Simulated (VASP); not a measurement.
Wanted: the native input for a VASP 6.6.1 run.

```yaml
Task: single point
Functional: PBEsol
Potentials_or_basis: VASP PAW PBE potentials, release 64 (Ta_pv, S)
Cutoff: 520 eV
k_mesh: 7 × 7 × 3
Occupations: gaussian, width 0.05 eV
Spin: collinear spin, ferromagnetic start
Starting_moments: "[0.5, 0.0, 0.0] μB"
Hubbard_terms: Ta d U = 5 eV
Further_INCAR_settings: ALGO = Fast; EDIFF = 1e-07
```

The structure of TaS2 lies in POSCAR:

```
TaS2
1.0
    3.3500014000      0.0000000000      0.0000000000
   -1.6750007000      2.9011863100      0.0000000000
    0.0000000000      0.0000000000      5.8599987400
Ta S
1 2
Direct
    0.0000000000      0.0000000000      0.0000000000
    0.3333333333      0.6666666667      0.2500000000
    0.6666666667      0.3333333333      0.7500000000
```

These files were run (other wordings do the same):

INCAR

```
SYSTEM = TaS2
  PREC = Accurate
  ENCUT = 520
  EDIFF = 1E-7
  ISMEAR = 0
  SIGMA = 0.05
  LREAL = .FALSE.
  LASPH = .TRUE.
  NELM = 80
  ALGO = Fast
  ISIF = 2
  LWAVE = .FALSE.
  LCHARG = .TRUE.
  ISPIN = 2
  MAGMOM = 0.5 0 0
  LORBIT = 11
  LMAXMIX = 4
  LDAU = .TRUE.
  LDAUTYPE = 2
  LDAUL = 2 -1
  LDAUU = 5 0
  LDAUJ = 0 0
  LDAUPRINT = 1
  GGA = PS
  LELF = .TRUE.
  LVHAR = .TRUE.
```

KPOINTS

```
regular mesh
0
G
  7 7 3
  0 0 0
```

Potentials or basis: VASP PAW PBE potentials, release 64 (Ta_pv, S).

Run with:

```console
$ cat potpaw_PBE.64/Ta_pv/POTCAR potpaw_PBE.64/S/POTCAR > POTCAR
$ mpirun -np 1 vasp_std > vasp.out
```

It gave:

| Quantity | Value |
| --- | --- |
| Pressure | 10.4 GPa |
| Largest force | 1.491 eV/Å |
| Band gap on the k mesh | none (metal or under the smearing width) |
| Net moment | 0.16 μB per cell |
| Site moments | Ta +0.13; S -0.01 μB |
| Valence electrons inside the program's atomic spheres | Ta 8.73; S 3.76 |

Caveat: the PAW data sets were made with another functional, which shifts forces and pressure a little; this functional lacks dispersion, which binds the layers, so the pressure and a relaxed spacing across them are unreliable.

It took 40 s on 1 thread of AMD EPYC 9R45 96-Core Processor (Zen 5), with other jobs on the host, peak memory 0.19 GiB.
